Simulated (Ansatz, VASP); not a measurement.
CdS in VASP and in Ansatz

```
Cd S
1.0
     0.08829    2.98710    2.98710
     2.98710    0.08829    2.98710
     2.98710    2.98710    0.08829
Cd S
1 1
Direct
  0.00000 0.00000 0.00000
  0.75000 0.75000 0.75000
```

Change from the starting cell: equal xy, yz and zx shear strains of +3 %, crystal datasets.

Alike in both runs: task electric field gradients; functional PBEsol; k mesh 7 × 7 × 7; occupations fermi-dirac, width 0.02 eV; no spin polarisation.

```csv
,VASP,Ansatz
version,VASP 6.6.1,Ansatz 0.2.0
potentials or method,"VASP PAW PBE potentials, release 64 (Cd, S), cutoff 520 eV","all-electron PAW with datasets made for the crystal, scalar-relativistic"
```

```tsv
	VASP	Ansatz	Ansatz less VASP
gap on the k mesh at the Fermi level (eV)	0.90	0.90	-0.002
pressure (GPa)	-1.2	-1.6	-0.33
largest component of the traceless stress (GPa)	1.34	1.31	-0.031
rms of the force components (eV/Å)	0.139	0.132	-0.0069
Vzz of the field gradient on the site that differs most (V/Å²)	32.5	29.8	-2.67
```

Atom by atom the forces differ by 0.007 eV/Å (rms over components). Ansatz ran all-electron here, so the differences hold the error of VASP's frozen core and of both bases. Ansatz warned: «gradients_without_spin_orbit».

Caveats: the PAW data sets were made with another functional, which shifts forces and pressure a little (VASP).
